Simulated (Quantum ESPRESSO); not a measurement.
# BN (P6_3/mmc) in Quantum ESPRESSO: a series of runs, part 2 of 3

Quantum ESPRESSO 7.5. The steps go on from the part before.

**3. Phonons, PBE+D3(BJ)**

pw.in

```
&CONTROL
  calculation = 'scf'
  prefix = 'pwscf'
  outdir = './tmp'
  pseudo_dir = './pseudo'
  tprnfor = .true.
  tstress = .true.
  disk_io = 'low'
/
&SYSTEM
  ibrav = 0
  celldm(1) = 8
  nat = 4
  ntyp = 2
  ecutwfc = 84
  nbnd = 14
  occupations = 'smearing'
  smearing = 'fd'
  degauss = 0.00367493
  vdw_corr = 'grimme-d3'
  dftd3_version = 4
  dftd3_threebody = .false.
/
&ELECTRONS
  conv_thr = 8d-10
  electron_maxstep = 120
  mixing_beta = 0.5
/
ATOMIC_SPECIES
B     10.8100 B.upf
N     14.0070 N.upf
CELL_PARAMETERS alat
  0.5901236741981   0.0000000000000   0.0000000000000
 -0.2950618370991   0.5110620932419   0.0000000000000
  0.0000000000000   0.0000000000000   1.5674569556474
ATOMIC_POSITIONS crystal
B      0.3333333333    0.6666666667    0.2500000000
B      0.6666666667    0.3333333333    0.7500000000
N      0.3333333333    0.6666666667    0.7500000000
N      0.6666666667    0.3333333333    0.2500000000
K_POINTS automatic
12 12 4 0 0 0
```

relax.in

```
&CONTROL
  calculation = 'vc-relax'
  prefix = 'pwscf'
  outdir = './tmp'
  pseudo_dir = './pseudo'
  tprnfor = .true.
  tstress = .true.
  disk_io = 'low'
  nstep = 40
  forc_conv_thr = 0.0001
  etot_conv_thr = 1d-06
/
&SYSTEM
  ibrav = 0
  celldm(1) = 8
  nat = 4
  ntyp = 2
  ecutwfc = 84
  nbnd = 14
  occupations = 'smearing'
  smearing = 'fd'
  degauss = 0.00367493
  vdw_corr = 'grimme-d3'
  dftd3_version = 4
  dftd3_threebody = .false.
/
&ELECTRONS
  conv_thr = 8d-10
  electron_maxstep = 120
  mixing_beta = 0.5
/
&IONS
  ion_dynamics = 'bfgs'
/
&CELL
  cell_dynamics = 'bfgs'
  press = 0
  press_conv_thr = 0.2
/
ATOMIC_SPECIES
B     10.8100 B.upf
N     14.0070 N.upf
CELL_PARAMETERS alat
  0.5901236741981   0.0000000000000   0.0000000000000
 -0.2950618370991   0.5110620932419   0.0000000000000
  0.0000000000000   0.0000000000000   1.5674569556474
ATOMIC_POSITIONS crystal
B      0.3333333333    0.6666666667    0.2500000000
B      0.6666666667    0.3333333333    0.7500000000
N      0.3333333333    0.6666666667    0.7500000000
N      0.6666666667    0.3333333333    0.2500000000
K_POINTS automatic
12 12 4 0 0 0
```

scf2.in

```
&CONTROL
  calculation = 'scf'
  prefix = 'pwscf'
  outdir = './tmp'
  pseudo_dir = './pseudo'
  tprnfor = .true.
  tstress = .true.
  disk_io = 'low'
/
&SYSTEM
  ibrav = 0
  celldm(1) = 8
  nat = 4
  ntyp = 2
  ecutwfc = 84
  nbnd = 14
  occupations = 'fixed'
  vdw_corr = 'grimme-d3'
  dftd3_version = 4
  dftd3_threebody = .false.
/
&ELECTRONS
  conv_thr = 1d-13
  electron_maxstep = 120
  mixing_beta = 0.5
  startingpot = 'file'
  startingwfc = 'file'
/
ATOMIC_SPECIES
B     10.8100 B.upf
N     14.0070 N.upf
CELL_PARAMETERS alat
  0.5917859937314   0.0000000000068   0.0000000000000
 -0.2958929968716   0.5125017041718   0.0000000000000
  0.0000000000000   0.0000000000000   1.5603277915229
ATOMIC_POSITIONS crystal
B      0.3333333334    0.6666666668    0.2500000000
B      0.6666666668    0.3333333334    0.7500000000
N      0.3333333334    0.6666666668    0.7500000000
N      0.6666666668    0.3333333334    0.2500000000
K_POINTS automatic
12 12 4 0 0 0
```

d3hess.in

```
&INPUT
  prefix = 'pwscf'
  outdir = './tmp'
  step = 0.001
/
```

ph.in

```
phonons of BN
&INPUTPH
  prefix = 'pwscf'
  outdir = './tmp'
  tr2_ph = 1d-18
  fildyn = 'dyn'
  niter_ph = 90
  alpha_mix(1) = 0.7
  epsil = .true.
/
0.0000000000 0.0000000000 0.0000000000
```

dynmat.in

```
&INPUT
  fildyn = 'dyn'
  asr = 'crystal'
  lperm = .true.
  filout = 'dynmat.disp'
  fileig = 'dynmat.eig'
/
```

dynmat_lo.in

```
&INPUT
  fildyn = 'dyn'
  asr = 'crystal'
  filout = 'dynmat_lo.disp'
  fileig = 'dynmat_lo.eig'
  q(1) = 0
  q(2) = 0
  q(3) = 1
/
```

Potentials or basis: PseudoDojo 0.4.1 SR PBE standard.

The run is started by

```
> OMP_NUM_THREADS=1 mpirun -n 4 pw.x -nk 4 -in pw.in > pw.out
> OMP_NUM_THREADS=1 mpirun -n 4 pw.x -nk 4 -in relax.in > relax.out
> OMP_NUM_THREADS=1 mpirun -n 4 pw.x -nk 4 -in scf2.in > scf2.out
> OMP_NUM_THREADS=1 mpirun -n 1 d3hess.x -in d3hess.in > d3hess.out
> OMP_NUM_THREADS=1 mpirun -n 4 ph.x -nk 4 -in ph.in > ph.out
> OMP_NUM_THREADS=1 mpirun -n 1 dynmat.x -in dynmat.in > dynmat.out
> OMP_NUM_THREADS=1 mpirun -n 1 dynmat.x -in dynmat_lo.in > dynmat_lo.out
```

pw.out:

```text
This program is part of the open-source Quantum ESPRESSO suite
     for quantum simulation of materials; please cite
         "P. Giannozzi et al., J. Phys.:Condens. Matter 21 395502 (2009);
         "P. Giannozzi et al., J. Phys.:Condens. Matter 29 465901 (2017);
         "P. Giannozzi et al., J. Chem. Phys. 152 154105 (2020);
     in publications or presentations arising from this work. More details at

     Message from routine setup:
     using ibrav=0 with symmetry is DISCOURAGED, use correct ibrav instead

     K-points division:     npool     =       4
     Subspace diagonalization in iterative solution of the eigenvalue problem:
     a serial algorithm will be used

     G-vector sticks info
     --------------------
     sticks:   dense  smooth     PW     G-vecs:    dense   smooth      PW
     Sum         511     511    163                25183    25183    4199

     Using Slab Decomposition

     bravais-lattice index     =            0
     lattice parameter (alat)  =       8.0000  a.u.
     unit-cell volume          =     242.0373 (a.u.)^3
     number of atoms/cell      =            4
     number of atomic types    =            2
     number of electrons       =        16.00
     number of Kohn-Sham states=           14
     kinetic-energy cutoff     =      84.0000  Ry
     charge density cutoff     =     336.0000  Ry
     scf convergence threshold =      8.0E-10
     mixing beta               =       0.5000
     number of iterations used =            8  plain     mixing
     Exchange-correlation= PBE
                           (   1   4   3   4   0   0   0)

[... 212 lines left out ...]

   -13.0437 -12.7481  -1.4654   0.6566   3.4446   3.4446   3.4813   3.4813
    10.0785  15.1105  16.4798  16.4798  16.6036  16.6036
[... 83 lines left out ...]
   -10.1561 -10.1561  -3.5338  -3.5338   0.7801   0.7801   3.2896   3.2896
    10.3177  10.3177  14.8536  14.8536  17.9297  17.9297

          k = 0.0000-0.9784 0.0000 (  3138 PWs)   bands (ev):

    -9.8202  -9.7493  -4.1548  -4.0918   0.6043   0.6687   3.3359   4.3446
     9.0993  10.4691  14.4467  14.9007  17.5479  18.6099

          k = 0.0000-0.9784 0.1595 (  3160 PWs)   bands (ev):

    -9.8097  -9.7596  -4.1488  -4.1042   0.6136   0.6592   3.4900   4.2102
     9.1881  10.1523  14.6236  14.9078  17.9070  18.5676

          k = 0.0000-0.9784-0.3190 (  3184 PWs)   bands (ev):

    -9.7845  -9.7845  -4.1297  -4.1297   0.6363   0.6363   3.8588   3.8588
     9.5638   9.5638  14.8536  14.8536  18.4249  18.4249

          k = 0.1412 0.2446 0.0000 (  3133 PWs)   bands (ev):
[... 176 lines left out ...]
    -9.1948  -9.1948  -3.1653  -3.1653  -2.3845  -2.3845   4.7794   4.7794
     9.4652   9.4652  16.8753  16.8753  18.7534  18.7534

     the Fermi energy is     8.1135 ev

!    total energy              =     -53.67165166 Ry
     estimated scf accuracy    <          1.3E-10 Ry
     smearing contrib. (-TS)   =      -0.00000000 Ry
     internal energy E=F+TS    =     -53.67165166 Ry

     The total energy is F=E-TS. E is the sum of the following terms:
     one-electron contribution =     -15.93329819 Ry
     hartree contribution      =      16.41534045 Ry
     xc contribution           =     -17.36770452 Ry
     ewald contribution        =     -36.74426616 Ry
     DFT-D3 Dispersion         =      -0.04172324 Ry

     convergence has been achieved in  10 iterations

     Forces acting on atoms (cartesian axes, Ry/au):

     atom    1 type  1   force =     0.00000000   -0.00000000   -0.00000000
     atom    2 type  1   force =    -0.00000000    0.00000000   -0.00000000
     atom    3 type  2   force =     0.00000000    0.00000000   -0.00000000
     atom    4 type  2   force =    -0.00000000   -0.00000000    0.00000000

     Total force =     0.000000     Total SCF correction =     0.000000

     Computing stress (Cartesian axis) and pressure

          total   stress  (Ry/bohr**3)                   (kbar)     P=       19.98
   0.00020877   0.00000000   0.00000000           30.71        0.00        0.00
   0.00000000   0.00020877   0.00000000            0.00       30.71        0.00
   0.00000000  -0.00000000  -0.00001004            0.00       -0.00       -1.48

=------------------------------------------------------------------------------=
   JOB DONE.
=------------------------------------------------------------------------------=
```

relax.out:

```text
This program is part of the open-source Quantum ESPRESSO suite
     for quantum simulation of materials; please cite
         "P. Giannozzi et al., J. Phys.:Condens. Matter 21 395502 (2009);
         "P. Giannozzi et al., J. Phys.:Condens. Matter 29 465901 (2017);
         "P. Giannozzi et al., J. Chem. Phys. 152 154105 (2020);
[... 979 lines left out ...]
   0.00000000   0.00000024   0.00000000            0.00        0.03        0.00
   0.00000000  -0.00000000  -0.00000010            0.00       -0.00       -0.01

=------------------------------------------------------------------------------=
   JOB DONE.
=------------------------------------------------------------------------------=
```

It took 10 min on 4 MPI ranks of AMD EPYC, shared host; peak memory 0.4 GiB.

What came out:

| Quantity | Value |
| --- | --- |
| Free energy | -730.2420 eV |
| Relaxed volume | 8.98 Å³/atom |
| Relaxed cell | a = 2.505 Å, b = 2.505 Å, c = 6.606 Å, α = 90.00°, β = 90.00°, γ = 120.00° |
| Space group after relaxing (to 0.05 Å) | P6_3/mmc (No. 194) |
| Pressure after relaxing | 0.0 GPa |
| Band gap on the k mesh | 4.30 eV, indirect (least direct gap 4.66 eV) |
| Electronic dielectric tensor (diagonal) | 4.72, 4.72, 2.70 |
| Born charges (mean of the diagonal) | B +2.06; N -2.06 e |
| Highest phonon frequency at Γ, LO-TO splitting left out | 1359 cm⁻¹ |
| Static dielectric tensor (diagonal) | 6.49, 6.49, 3.17 |

The path:
```
step  energy change (eV)  largest force (eV/Å)  pressure (GPa)  volume (Å³)
   1              0.0000                0.0000            2.00        35.87
   2             -0.0006                0.0000           -1.73        36.23
   3             -0.0019                0.0000           -0.06        36.06
   4             -0.0020                0.0000           -0.04        36.05
   5             -0.0020                0.0000           -0.03        36.04
   6             -0.0020                0.0000           -0.02        36.03
   7             -0.0020                0.0000           -0.01        36.01
   8             -0.0020                0.0000            0.00        35.98
   9             -0.0020                0.0000            0.00        35.94
  10             -0.0020                0.0000            0.00        35.90
```

Final structure:
```cif
data_structure
_symmetry_space_group_name_H-M 'P 1'
_symmetry_Int_Tables_number 1
_cell_length_a 2.5053
_cell_length_b 2.5053
_cell_length_c 6.6055
_cell_angle_alpha 90.000
_cell_angle_beta 90.000
_cell_angle_gamma 120.000
_cell_volume 35.90
loop_
_atom_site_label
_atom_site_type_symbol
_atom_site_fract_x
_atom_site_fract_y
_atom_site_fract_z
_atom_site_occupancy
B1 B 0.33333 0.66667 0.25000 1
B2 B 0.66667 0.33333 0.75000 1
N1 N 0.33333 0.66667 0.75000 1
N2 N 0.66667 0.33333 0.25000 1
```

Levels at points of the mesh, in eV from the valence-band top:
```csv
k point,band 5,band 6,band 7,band 8,band 9,band 10,band 11,band 12
"(0.00, 0.00, 0.00)",-1.34,-1.34,-1.31,-1.31,5.33,10.35,11.63,11.63
"(0.00, 0.00, -0.50)",-1.33,-1.33,-1.33,-1.33,7.71,7.71,11.69,11.69
"(0.00, -0.50, 0.00)",-4.16,-4.09,-1.45,-0.41,4.30,5.69,9.59,10.02
"(0.00, -0.50, -0.50)",-4.13,-4.13,-0.91,-0.91,4.77,4.77,9.99,9.99
```

Phonon frequencies in cm⁻¹ (negative: imaginary):
| q point | frequencies |
| --- | --- |
| (0.000, 0.000, 0.000) | 3 4 4 47 47 120 749 803 1359 1359 1359 1359 |

Electronic dielectric tensor:
```
4.72 0.00 0.00
0.00 4.72 0.00
0.00 0.00 2.70
```

Born effective charge tensors (e):
atom 1, B
```
2.70 0.00 0.00
0.00 2.70 0.00
0.00 0.00 0.77
```
atom 2, B
```
2.70 0.00 0.00
0.00 2.70 0.00
0.00 0.00 0.77
```
atom 3, N
```
-2.70  0.00  0.00
 0.00 -2.70  0.00
 0.00  0.00 -0.77
```
atom 4, N
```
-2.70  0.00  0.00
 0.00 -2.70  0.00
 0.00  0.00 -0.77
```

Optical modes at Γ, degenerate ones joined, polar ones without the macroscopic field:
```tsv
cm⁻¹	components	symmetry	active in	IR intensity, summed ((D/Å)²/amu)
47	2	E2g	Raman	0.00
120	1	B1g	silent	0.00
749	1	A2u	IR	4.44
803	1	B1g	silent	0.00
1359	2	E2g	Raman	0.00
1359	2	E1u	IR	110.55
```

Zone-centre frequencies without and with the macroscopic field along z (cm⁻¹):
```
                        optical modes in rising order
       without  47 47 120 749 803 1359 1359 1359 1359
with the field  47 47 120 803 812 1359 1359 1359 1359
```

Static dielectric tensor, electrons and zone-centre modes:
```
6.49 0.00 0.00
0.00 6.49 0.00
0.00 0.00 3.17
```

Caveat: on a mesh that holds Γ this program's dielectric tensor can be off by some percent beyond the error of the mesh. A k mesh can miss the band edges.

**4. Phonons, LDA**

Edit pw.in of step 3 so:

```diff
@@ -19,5 +19,2 @@
   degauss = 0.00367493
-  vdw_corr = 'grimme-d3'
-  dftd3_version = 4
-  dftd3_threebody = .false.
 /
```

Edit relax.in of step 3 so:

```diff
@@ -22,5 +22,2 @@
   degauss = 0.00367493
-  vdw_corr = 'grimme-d3'
-  dftd3_version = 4
-  dftd3_threebody = .false.
 /
```

Edit scf2.in of step 3 so:

```diff
@@ -17,5 +17,2 @@
   occupations = 'fixed'
-  vdw_corr = 'grimme-d3'
-  dftd3_version = 4
-  dftd3_threebody = .false.
 /
@@ -32,5 +29,5 @@
 CELL_PARAMETERS alat
-  0.5917859937314   0.0000000000068   0.0000000000000
- -0.2958929968716   0.5125017041718   0.0000000000000
-  0.0000000000000   0.0000000000000   1.5603277915229
+  0.5879595165970  -0.0000000000068   0.0000000000000
+ -0.2939797582926   0.5091878777733   0.0000000000000
+  0.0000000000000   0.0000000000000   1.5311520928970
 ATOMIC_POSITIONS crystal
```

ph.in is that of step 3.

dynmat.in is that of step 3.

dynmat_lo.in is that of step 3.

Potentials or basis: PseudoDojo 0.4.1 SR LDA standard.

The run is started by

```
> OMP_NUM_THREADS=1 mpirun -n 4 pw.x -nk 4 -in pw.in > pw.out
> OMP_NUM_THREADS=1 mpirun -n 4 pw.x -nk 4 -in relax.in > relax.out
> OMP_NUM_THREADS=1 mpirun -n 4 pw.x -nk 4 -in scf2.in > scf2.out
> OMP_NUM_THREADS=1 mpirun -n 4 ph.x -nk 4 -in ph.in > ph.out
> OMP_NUM_THREADS=1 mpirun -n 1 dynmat.x -in dynmat.in > dynmat.out
> OMP_NUM_THREADS=1 mpirun -n 1 dynmat.x -in dynmat_lo.in > dynmat_lo.out
```

pw.out:

```text
This program is part of the open-source Quantum ESPRESSO suite
     for quantum simulation of materials; please cite
[... 6 lines left out ...]
     using ibrav=0 with symmetry is DISCOURAGED, use correct ibrav instead

     K-points division:     npool     =       4
     Subspace diagonalization in iterative solution of the eigenvalue problem:
     a serial algorithm will be used

     G-vector sticks info
     --------------------
     sticks:   dense  smooth     PW     G-vecs:    dense   smooth      PW
     Sum         511     511    163                25183    25183    4199

     Using Slab Decomposition

     bravais-lattice index     =            0
     lattice parameter (alat)  =       8.0000  a.u.
     unit-cell volume          =     242.0373 (a.u.)^3
     number of atoms/cell      =            4
     number of atomic types    =            2
[... 287 lines left out ...]

          k = 0.0000-0.9784-0.3190 (  3184 PWs)   bands (ev):

    -9.8275  -9.8275  -4.3801  -4.3801   0.3408   0.3408   3.5550   3.5550
     9.1072   9.1072  14.5493  14.5493  17.7415  17.7415

          k = 0.1412 0.2446 0.0000 (  3133 PWs)   bands (ev):
[... 176 lines left out ...]
    -9.2207  -9.2207  -3.5064  -3.5064  -2.5798  -2.5798   4.4934   4.4934
     9.0405   9.0405  16.1810  16.1810  18.2758  18.2758

     the Fermi energy is     7.4581 ev

!    total energy              =     -53.68538162 Ry
     estimated scf accuracy    <          1.3E-10 Ry
     smearing contrib. (-TS)   =      -0.00000000 Ry
     internal energy E=F+TS    =     -53.68538162 Ry

     The total energy is F=E-TS. E is the sum of the following terms:
     one-electron contribution =     -15.98714962 Ry
     hartree contribution      =      16.27805017 Ry
     xc contribution           =     -17.23201601 Ry
     ewald contribution        =     -36.74426616 Ry

     convergence has been achieved in   9 iterations

     Forces acting on atoms (cartesian axes, Ry/au):

     atom    1 type  1   force =     0.00000000    0.00000000   -0.00000000
     atom    2 type  1   force =    -0.00000000   -0.00000000    0.00000000
     atom    3 type  2   force =     0.00000000    0.00000000   -0.00000000
     atom    4 type  2   force =    -0.00000000   -0.00000000   -0.00000000

     Total force =     0.000000     Total SCF correction =     0.000000

     Computing stress (Cartesian axis) and pressure

          total   stress  (Ry/bohr**3)                   (kbar)     P=      -29.06
  -0.00027600  -0.00000000   0.00000000          -40.60       -0.00        0.00
  -0.00000000  -0.00027600  -0.00000000           -0.00      -40.60       -0.00
   0.00000000  -0.00000000  -0.00004071            0.00       -0.00       -5.99

=------------------------------------------------------------------------------=
   JOB DONE.
=------------------------------------------------------------------------------=
```

relax.out:

```text
This program is part of the open-source Quantum ESPRESSO suite
     for quantum simulation of materials; please cite
[... 6 lines left out ...]
     using ibrav=0 with symmetry is DISCOURAGED, use correct ibrav instead

     K-points division:     npool     =       4
[... 956 lines left out ...]
  -0.00000052  -0.00000000   0.00000000           -0.08       -0.00        0.00
  -0.00000000  -0.00000052   0.00000000           -0.00       -0.08        0.00
   0.00000000   0.00000000  -0.00000085            0.00        0.00       -0.12

=------------------------------------------------------------------------------=
   JOB DONE.
=------------------------------------------------------------------------------=
```

Run time: 5.9 min. Hardware: 4 MPI ranks of Intel Xeon Platinum 8375C at 2.90GHz (Ice Lake), shared host; peak memory 0.28 GiB.

Results:

- Free energy: -730.4317 eV
- Relaxed volume: 8.69 Å³/atom
- Relaxed cell: a = 2.489 Å, b = 2.489 Å, c = 6.482 Å, α = 90.00°, β = 90.00°, γ = 120.00°
- Space group after relaxing (to 0.05 Å): P6_3/mmc (No. 194)
- Pressure after relaxing: 0.0 GPa
- Band gap on the k mesh: 4.09 eV, indirect (least direct gap 4.50 eV)
- Electronic dielectric tensor (diagonal): 4.85, 4.85, 2.85
- Born charges (mean of the diagonal): B +2.07; N -2.07 e
- Highest phonon frequency at Γ, LO-TO splitting left out: 1386 cm⁻¹
- Static dielectric tensor (diagonal): 6.60, 6.60, 3.39

Step by step:
```tsv
step	energy change (eV)	largest force (eV/Å)	pressure (GPa)	volume (Å³)
1	0.0000	0.0000	-2.91	35.87
2	-0.0010	0.0000	2.22	35.34
3	-0.0036	0.0000	-0.19	35.55
4	-0.0037	0.0000	-0.21	35.51
5	-0.0038	0.0000	-0.21	35.48
6	-0.0040	0.0000	-0.20	35.42
7	-0.0042	0.0000	-0.17	35.33
8	-0.0045	0.0000	-0.14	35.21
9	-0.0049	0.0000	-0.08	35.01
10	-0.0050	0.0000	0.01	34.76
11	-0.0050	0.0000	0.00	34.78
```

Final structure:
```yaml
crystal:
  lattice:
    - [2.48908, 0.00000, 0.00000]
    - [-1.24454, 2.15560, 0.00000]
    - [0.00000, 0.00000, 6.48201]
  atoms:
    - { symbol: B, position: [0.33333, 0.66667, 0.25000] }
    - { symbol: B, position: [0.66667, 0.33333, 0.75000] }
    - { symbol: N, position: [0.33333, 0.66667, 0.75000] }
    - { symbol: N, position: [0.66667, 0.33333, 0.25000] }
```

Levels at points of the mesh, in eV from the valence-band top:
| k point | band 5 | band 6 | band 7 | band 8 | band 9 | band 10 | band 11 | band 12 |
| --- | --- | --- | --- | --- | --- | --- | --- | --- |
| (0.00, 0.00, 0.00) | -1.34 | -1.34 | -1.30 | -1.30 | 5.13 | 10.36 | 11.66 | 11.66 |
| (0.00, 0.00, -0.50) | -1.32 | -1.32 | -1.32 | -1.32 | 7.68 | 7.68 | 11.73 | 11.73 |
| (0.00, -0.50, 0.00) | -4.23 | -4.15 | -1.59 | -0.41 | 4.09 | 5.69 | 9.71 | 10.18 |
| (0.00, -0.50, -0.50) | -4.19 | -4.19 | -0.97 | -0.97 | 4.61 | 4.61 | 10.17 | 10.17 |

Phonon frequencies in cm⁻¹ (negative: imaginary):
| q point | frequencies |
| --- | --- |
| (0.000, 0.000, 0.000) | -2 -2 0 51 51 114 756 817 1386 1386 1386 1386 |

Electronic dielectric tensor:
```
4.85 0.00 0.00
0.00 4.85 0.00
0.00 0.00 2.85
```

Born effective charge tensors (e):
atom 1, B
```
2.70 0.00 0.00
0.00 2.70 0.00
0.00 0.00 0.82
```
atom 2, B
```
2.70 0.00 0.00
0.00 2.70 0.00
0.00 0.00 0.82
```
atom 3, N
```
-2.70  0.00  0.00
 0.00 -2.70  0.00
 0.00  0.00 -0.82
```
atom 4, N
```
-2.70  0.00  0.00
 0.00 -2.70  0.00
 0.00  0.00 -0.82
```

Optical modes at Γ, degenerate ones joined, polar ones without the macroscopic field:
```tsv
cm⁻¹	components	symmetry	active in	IR intensity, summed ((D/Å)²/amu)
51	2	E2g	Raman	0.00
114	1	B1g	silent	0.00
756	1	A2u	IR	5.07
817	1	B1g	silent	0.00
1386	2	E2g	Raman	0.00
1386	2	E1u	IR	110.07
```

Zone-centre frequencies without and with the macroscopic field along z (cm⁻¹):
```tsv
	optical modes in rising order
without	51 51 114 756 817 1386 1386 1386 1386
with the field	51 51 114 817 825 1386 1386 1386 1386
```

Static dielectric tensor, electrons and zone-centre modes:
```
6.60 0.00 0.00
0.00 6.60 0.00
0.00 0.00 3.39
```

Caveat: the layers were relaxed without a dispersion term, so their spacing and the soft interlayer modes are unreliable; on a mesh that holds Γ this program's dielectric tensor can be off by some percent beyond the error of the mesh.

(Part 2 of 3 ends here.)
